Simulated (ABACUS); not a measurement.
# SnO (P4/nmm) in ABACUS: single point with PBEsol

Aim: the single point of SnO with PBEsol.

All numbers are computed with ABACUS 3.10.1; they aren't measurements. Logs are shortened: lines on timing, memory, paths and dates and some standing lists are left out, and cuts for length are marked.

### Step 1. Starting point

Symmetry: P4/nmm, No. 129, tetragonal system. The conventional cell has a = 3.814 Å, b = 3.814 Å, c = 4.887 Å, α = 90.00°, β = 90.00°, γ = 90.00°. Sn (site symmetry 4mm) has 4 O at 2.23 Å as nearest neighbours. O (site symmetry -4m2) is surrounded by 4 Sn at 2.23 Å.

The cell is a database's computed one.

### Step 2. Single point, PBEsol

run_abacus.py

```python
"""ABACUS run from a structure file: ASE reads it, the script writes STRU, KPT and INPUT."""
import re
import subprocess
from ase.io import read
from ase.units import Bohr

atoms = read("SnO.xyz")
atoms = atoms[(-atoms.numbers).argsort(kind="stable")]  # ABACUS lists atoms element by element
pseudo = {'Sn': 'Sn.upf', 'O': 'O.upf'}
orbital = {}
magmoms = None
kmesh = [6, 6, 5]
params = {
    'suffix': 'SnO',
    'calculation': 'scf',
    'basis_type': 'pw',
    'pseudo_dir': './',
    'symmetry': 1,
    'dft_functional': 'pbesol',
    'ecutwfc': 84,
    'pseudo_rcut': 7,
    'nspin': 1,
    'nbands': 30,
    'ks_solver': 'dav',
    'smearing_method': 'fd',
    'smearing_sigma': 0.00367493,
    'scf_thr': 1e-08,
    'scf_nmax': 100,
    'mixing_type': 'broyden',
    'mixing_beta': 0.7,
    'cal_force': 1,
    'cal_stress': 1,
    'out_chg': 1,
    'out_pot': 2,
    'out_elf': 1,
}

symbols = atoms.get_chemical_symbols()
elements = list(dict.fromkeys(symbols))
lines = ["ATOMIC_SPECIES"] + [f"{e} {atoms.get_masses()[symbols.index(e)]:.4f} {pseudo[e]}" for e in elements]
if orbital:
    lines += ["", "NUMERICAL_ORBITAL"] + [orbital[e] for e in elements]
lines += ["", "LATTICE_CONSTANT", f"{1 / Bohr:.10f}", "", "LATTICE_VECTORS"]
lines += [" ".join(f"{x:.10f}" for x in v) for v in atoms.cell]
lines += ["", "ATOMIC_POSITIONS", "Direct"]
for e in elements:
    lines += ["", e, "0.0", str(symbols.count(e))]
    for i, p in enumerate(atoms.get_scaled_positions(wrap=False)):
        if symbols[i] == e:
            mag = "" if magmoms is None else " mag " + " ".join(str(x) for x in (magmoms[i] if isinstance(magmoms[i], list) else [magmoms[i]]))
            lines.append(" ".join(f"{x:.10f}" for x in p) + " 1 1 1" + mag)
open("STRU", "w").write("\n".join(lines) + "\n")
open("KPT", "w").write("K_POINTS\n0\nGamma\n%d %d %d 0 0 0\n" % tuple(kmesh))
open("INPUT", "w").write("INPUT_PARAMETERS\n" + "".join(f"{k:<20s}{v}\n" for k, v in params.items()))

done = subprocess.run(['mpirun', '-np', '4', 'abacus'])
if done.returncode:
    raise SystemExit(done.returncode)
log = open("OUT.SnO/running_scf.log").read()
print("final energy (eV):", re.findall(r"FINAL_ETOT_IS (\S+)", log))
```

SnO.xyz

```xyz
4
Lattice="3.8136952200 0.0000000000 0.0000000000 0.0000000000 3.8136952200 0.0000000000 0.0000000000 0.0000000000 4.8869133000" Properties=species:S:1:pos:R:3 pbc="T T T"
Sn     1.9068476100      0.0000000000      3.7366616531
Sn     0.0000000000      1.9068476100      1.1502516469
O      0.0000000000      0.0000000000      0.0000000000
O      1.9068476100      1.9068476100      0.0000000000
```

Potentials or basis: PseudoDojo NC SR 0.4.1 PBEsol standard, plane waves.

Launch:

```bash
> OMP_NUM_THREADS=1 python run_abacus.py > log
```

running log:

```text
ABACUS v3.10.1

               Atomic-orbital Based Ab-initio Computation at UStc

 ------------------------------------------------------------------------------------

 READING GENERAL INFORMATION
                           global_out_dir = OUT.SnO/
                           global_in_card = INPUT
                               pseudo_dir = ./
                              orbital_dir =
                                    DSIZE = 4
                                    GSIZE = 1

 READING UNITCELL INFORMATION
                                    ntype = 2
                  lattice constant (Bohr) = 1.88973
              lattice constant (Angstrom) = 1

 READING ATOM TYPE 1
                               atom label = Sn
                      L=0, number of zeta = 1
                      L=1, number of zeta = 1
                      L=2, number of zeta = 1
             number of atom for this type = 2

 READING ATOM TYPE 2
                               atom label = O
                      L=0, number of zeta = 1
                      L=1, number of zeta = 1
                      L=2, number of zeta = 1
             number of atom for this type = 2

                        TOTAL ATOM NUMBER = 4
DIRECT COORDINATES
    atom                   x                   y                   z     mag                  vx                  vy                  vz
taud_Sn1            0.5000000000        0.0000000000        0.7646261400  0.0000        0.0000000000        0.0000000000        0.0000000000
taud_Sn2            0.0000000000        0.5000000000        0.2353738600  0.0000        0.0000000000        0.0000000000        0.0000000000
taud_O1            0.0000000000        0.0000000000        0.0000000000  0.0000        0.0000000000        0.0000000000        0.0000000000
taud_O2            0.5000000000        0.5000000000        0.0000000000  0.0000        0.0000000000        0.0000000000        0.0000000000

                          Volume (Bohr^3) = 479.649
                             Volume (A^3) = 71.0765

 Lattice vectors: (Cartesian coordinate: in unit of a_0)
              +3.8137                  +0                  +0
                   +0             +3.8137                  +0
                   +0                  +0            +4.88691
 Reciprocal vectors: (Cartesian coordinate: in unit of 2 pi/a_0)
            +0.262213                  -0                  +0
                   -0           +0.262213                  -0
                   +0                  -0           +0.204628
 The esolver type has been set to : ksdft_pw

                PAO radial cut off (Bohr) = 7

 Read in pseudopotential file is Sn.upf
                     pseudopotential type = NC
          exchange-correlation functional = PBESOL
                 nonlocal core correction = 1
                        valence electrons = 14
                                     lmax = 2
                           number of zeta = 3
                     number of projectors = 6
                           L of projector = 0
                           L of projector = 0
                           L of projector = 1
                           L of projector = 1
                           L of projector = 2
                           L of projector = 2
                PAO radial cut off (Bohr) = 7

 Read in pseudopotential file is O.upf
                     pseudopotential type = NC
          exchange-correlation functional = PBESOL
                 nonlocal core correction = 1
                        valence electrons = 6
                                     lmax = 2
                           number of zeta = 2
                     number of projectors = 5
                           L of projector = 0
                           L of projector = 0
                           L of projector = 1
                           L of projector = 1
                           L of projector = 2
     initial pseudo atomic orbital number = 26

 SETUP THE ELECTRONS NUMBER
            electron number of element Sn = 14
      total electron number of element Sn = 28
             electron number of element O = 6
       total electron number of element O = 12
            AUTOSET number of electrons:  = 40
                           occupied bands = 20
                                   NBANDS = 30
                                   NLOCAL = 36

%%%%%%%%%%%%%%%%%%%%%%%%%%%%%%%%%%%%%%%%%%%%%%%%%%%%%%%%%%%%%%%%%%%%%%%%%%%%%%%%%%%%%%%%%%%%%%%%%%%%%%%%%%
 Warning: the number of valence electrons in pseudopotential > 4 for Sn: [Kr] 4d10 5s2 5p2
 Pseudopotentials with additional electrons can yield (more) accurate outcomes, but may be less efficient.
 If you're confident that your chosen pseudopotential is appropriate, you can safely ignore this warning.
%%%%%%%%%%%%%%%%%%%%%%%%%%%%%%%%%%%%%%%%%%%%%%%%%%%%%%%%%%%%%%%%%%%%%%%%%%%%%%%%%%%%%%%%%%%%%%%%%%%%%%%%%%
[... 69 lines left out ...]

 SETUP K-POINTS
                                    nspin = 1
                   Input type of k points = Monkhorst-Pack(Gamma)
                                   nkstot = 180
                       right hand lattice = 1
(for reciprocal lattice: )
                             BRAVAIS TYPE = 5
                     BRAVAIS LATTICE NAME = 05. Tetrogonal P (simple)
                                    ibrav = 5
                       right hand lattice = 1
(for k-lattice: )
                             BRAVAIS TYPE = 5
                     BRAVAIS LATTICE NAME = 05. Tetrogonal P (simple)
                                    ibrav = 5
                       right hand lattice = 1
                        ROTATION MATRICES = 16
                               nkstot_ibz = 30
K-POINTS REDUCTION ACCORDING TO SYMMETRY
     IBZ    DIRECT_X    DIRECT_Y    DIRECT_Z  WEIGHT  ibz2bz
       1  0.00000000  0.00000000  0.00000000  0.0056       0
       2  0.16666667  0.00000000  0.00000000  0.0222       1
       3  0.33333333  0.00000000  0.00000000  0.0222       2
       4  0.50000000  0.00000000  0.00000000  0.0111       3
       5  0.16666667  0.16666667  0.00000000  0.0222       7
       6  0.33333333  0.16666667  0.00000000  0.0444       8
[... 22 lines left out ...]
      29  0.50000000  0.33333333  0.40000000  0.0444      87
      30  0.50000000  0.50000000  0.40000000  0.0111      93

                               nkstot now = 30
[... K-POINTS DIRECT COORDINATES: 30 rows ...]

           k-point number in this process = 30
       minimum distributed K point number = 30
[... stars of the k points ...]

[... K-POINTS CARTESIAN COORDINATES: 30 rows ...]

[... K-POINTS DIRECT COORDINATES: 30 rows ...]

 SETUP PLANE WAVES FOR WAVE FUNCTIONS
     energy cutoff for wavefunc (unit:Ry) = 84
              fft grid for wave functions = [ 45, 45, 54 ]
                    number of plane waves = 7677
                         number of sticks = 401

 PARALLEL PW FOR WAVE FUNCTIONS
     PROC   COLUMNS(POT)             PW
        1            101           1921
        2            100           1918
        3            100           1918
        4            100           1920
 --------------- sum -------------------
        4            401           7677

 SETUP NONLOCAL PSEUDOPOTENTIALS IN PLANE WAVE BASIS
 Sn non-local projectors:
 projector 1 L=0
 projector 2 L=0
 projector 3 L=1
 projector 4 L=1
 projector 5 L=2
 projector 6 L=2
 O non-local projectors:
 projector 1 L=0
 projector 2 L=0
 projector 3 L=1
 projector 4 L=1
 projector 5 L=2
      TOTAL NUMBER OF NONLOCAL PROJECTORS = 62

 Init Non-Local PseudoPotential table :
 Init Non-Local-Pseudopotential done.

                                     npwx = 1572

 Make real space PAO into reciprocal space.
       max mesh points in Pseudopotential = 701
     dq(describe PAO in reciprocal space) = 0.01
                                    max q = 1104

 number of pseudo atomic orbitals for Sn is 3
WARNING: norm of atomic wavefunction # 2 of atomic type Sn is 0.999796, renormalized
WARNING: norm of atomic wavefunction # 3 of atomic type Sn is 0.992683, renormalized

 number of pseudo atomic orbitals for O is 2
WARNING: norm of atomic wavefunction # 2 of atomic type O is 0.999978, renormalized

 -------------------------------------------
 SELF-CONSISTENT
 -------------------------------------------
                                 init_chg = atomic

 PW ALGORITHM --------------- ION=   1  ELEC=   1--------------------------------

 Density error is 1.01045968125
                          Error Threshold = 0.01
----------------------------------------------------------
     Energy           Rydberg                 eV
----------------------------------------------------------
 E_KohnSham     -380.0576117093      -5170.9490875185
 E_Harris       -375.0891648187      -5103.3498995955
 E_Fermi        0.6910023455         9.4015692304
----------------------------------------------------------
[... 87 lines left out ...]
 Density error is 3.14581190874e-09
                          Error Threshold = 5.82391656645e-11
----------------------------------------------------------
     Energy           Rydberg                 eV
----------------------------------------------------------
 E_KohnSham     -380.5171342584      -5177.2012125457
 E_KS(sigma->0) -380.5170778656      -5177.2004452823
 E_Harris       -380.5174969970      -5177.2061478568
 E_band         -13.7487116316       -187.0608183486
 E_one_elec     -140.2128463694      -1907.6936434220
 E_Hartree      97.6388149131        1328.4442287857
 E_xc           -103.8234597669      -1412.5906389033
 E_Ewald        -234.1195302497      -3185.3596244793
 E_entropy(-TS) -0.0001127856        -0.0015345269
 E_descf        0.0000000000         0.0000000000
 E_exx          0.0000000000         0.0000000000
 E_Fermi        0.7270589032         9.8921438652
----------------------------------------------------------

 charge density convergence is achieved
 final etot is -5177.2012125 eV
 EFERMI = 9.8921438652 eV
The vacuum level is 11.472690056 eV

 STATE ENERGY(eV) AND OCCUPATIONS    NSPIN == 1
 1/30 kpoint (Cartesian) = 0.0000 0.0000 0.0000 (1558 pws)
       1       -12.0619      0.0111111
       2       -11.6436      0.0111111
       3       -11.6436      0.0111111
       4       -11.6297      0.0111111
       5       -11.5934      0.0111111
       6       -11.5866      0.0111111
[... 182 lines left out ...]
      29        21.0989        0.00000
      30        22.3037        0.00000

[... levels at 24 further k points ...]

------------------------------------------------------------------------------------------
 TOTAL-FORCE (eV/Angstrom)
------------------------------------------------------------------------------------------
                       Sn1         0.0000000000         0.0000000000        -0.1636690440
                       Sn2         0.0000000000         0.0000000000         0.1636690440
                        O1         0.0000000000         0.0000000000         0.0000000000
                        O2         0.0000000000         0.0000000000         0.0000000000
------------------------------------------------------------------------------------------

----------------------------------------------------------------
 TOTAL-STRESS (KBAR)
----------------------------------------------------------------
         0.9350889534         0.0000000000         0.0000000000
         0.0000000000         0.9350889534         0.0000000000
         0.0000000000         0.0000000000        -2.8800708412
----------------------------------------------------------------
 TOTAL-PRESSURE: -0.336631 KBAR

 --------------------------------------------
 !FINAL_ETOT_IS -5177.2012125457131333 eV
 --------------------------------------------
```

Run time: 13 s. Hardware: 4 MPI ranks of AMD EPYC 9R45 (Zen 5), shared host; peak memory 0.36 GiB.

What came out:

- Free energy: -5177.2012 eV
- Pressure: 0.0 GPa
- Largest force: 0.164 eV/Å
- Band gap on the k mesh: 0.13 eV, indirect (least direct gap 1.96 eV)

Forces in eV/Å, atoms in the order of the input:
```
Sn   0.000  0.000 -0.164
Sn   0.000  0.000  0.164
O    0.000  0.000  0.000
O    0.000  0.000  0.000
```

Levels at points of the mesh, in eV from the valence-band top:
```csv
k point,band 17,band 18,band 19,band 20,band 21,band 22,band 23,band 24
"(0.00, 0.00, 0.00)",-3.43,-3.13,-3.13,0.00,2.01,4.21,4.73,4.73
"(0.50, 0.00, 0.00)",-4.81,-4.81,-2.64,-2.64,3.11,3.11,5.89,5.89
"(0.50, 0.50, 0.00)",-2.46,-2.46,-1.84,-1.84,0.13,0.13,4.39,4.39
```

Caveat: spin-orbit coupling is left out, which moves the levels of the heavy elements; an odd mesh through Γ misses points on the zone boundary, where band edges often lie.
